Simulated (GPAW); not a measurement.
The system is FeO (Wuestite).

```xyz
2
Lattice="0.0000 2.1554 2.1554 2.1554 0.0000 2.1554 2.1554 2.1554 0.0000" Properties=species:S:1:pos:R:3 pbc="T T T"
Fe    0.0000    0.0000    0.0000
O     2.1554    2.1554    2.1554
```

Program: GPAW 26.7.0. Alike in all runs: spin collinear, ferromagnetic start; cell as given; smearing fermi-dirac 0.05 eV.

Order these runs on this cell by their pressure, lowest first.
A. level PBEsol+U; potentials or basis PAW data sets generated in the run's folder for this functional, pw; U Fe d U = 8 eV; k mesh 11 × 11 × 11; cutoff (eV) 800; maxiter 150; band path GXWKGLUWLK,UX; band points 100
B. level PBEsol; potentials or basis PAW data sets generated in the run's folder for this functional, pw; k mesh 11 × 11 × 11; cutoff (eV) 800; maxiter 150; band path GXWKGLUWLK,UX; band points 100
C. level LDA; potentials or basis the program's PAW data sets (release 1.2.1) made for this functional, pw; k mesh 9 × 9 × 9; cutoff (eV) 600; maxiter 120; convergence default
D. level PBEsol+U; potentials or basis PAW data sets generated in the run's folder for this functional, pw; U Fe d U = 6 eV; k mesh 11 × 11 × 11; cutoff (eV) 800; maxiter 150; band path GXWKGLUWLK,UX; band points 100

C (-19.8 GPa), B (-7.0 GPa), D (-4.1 GPa), A (-2.4 GPa).

Caveats: a cell with one magnetic atom can't hold antiferromagnetic order, which such compounds often take; the cutoff is short for stress and forces, so pressures can be off by a GPa or more (some runs); so large a pressure means that the cell lies far from this level's equilibrium, or that cutoff or potentials fall short (some runs).

Runs at the PBE level aren't shown here.
